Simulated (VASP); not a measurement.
Write the native input for VASP 6.6.1 that does the following.

| Property | Result |
| --- | --- |
| Task | single point |
| Functional | PBE |
| Potentials or basis | VASP PAW PBE potentials, release 64 (C) |
| Cutoff | 520 eV |
| k mesh | 4 × 4 × 4 |
| Occupations | gaussian, width 0.1 eV |
| Spin | no spin polarisation |
| Dipole correction | no |
| Further INCAR settings | ALGO = Normal; EDIFF = 1e-06; NBANDS = 31 |

The structure of C lies in POSCAR:

```
C
1.0
   -0.0000198221      3.3471566728      3.3471716822
    3.3471817049     -0.0000163506      3.3471689572
    3.3471870926      3.3471591795     -0.0000220328
C
10
Direct
    0.2500008998      0.2500003284      0.2500010450
    0.8824184137      0.8824204219      0.8824182230
    0.8824206871      0.8824192693      0.3527383642
    0.8824192194      0.3527401758      0.8824193695
    0.3527389838      0.8824199313      0.8824223438
    0.6472613776      0.1175806036      0.1175782386
    0.1175793176      0.1175807503      0.6472612460
    0.1175791588      0.6472607843      0.1175807194
    0.1175826143      0.1175791334      0.1175813513
    0.7499993280      0.7499986017      0.7499990993
```

The cell was built by a generator and needn't be a form met in nature.

The cell isn't the ideal one: cell x1, atoms moved at random (sigma 0.05 Å) and cell strained at random (1.5 %), then relaxed without symmetry.

One way to write it, as run:

INCAR

```
SYSTEM = C
  ALGO = Normal
  EDIFF = 1E-6
  ENCUT = 520
  GGA = PE
  ISIF = 2
  ISMEAR = 0
  LASPH = .True.
  LCHARG = .False.
  LREAL = .False.
  LWAVE = .False.
  NBANDS = 31
  NELM = 80
  PREC = Accurate
  SIGMA = 0.1
```

KPOINTS

```
k-points
0
Gamma
  4 4 4
  0 0 0
```

Potentials or basis: VASP PAW PBE potentials, release 64 (C).

Run with:

```console
$ cat potpaw_PBE.64/C/POTCAR > POTCAR
$ mpirun -np 1 vasp_std > vasp.out
```

Results of the run:

- Pressure: 0.5 GPa
- Largest force: 0.035 eV/Å
- Band gap on the k mesh: 2.23 eV, indirect (least direct gap 3.47 eV)

Wall time 33 s on 1 thread of Intel(R) Xeon(R) Platinum 8488C (Sapphire Rapids) (shared host), peak memory 0.18 GiB.
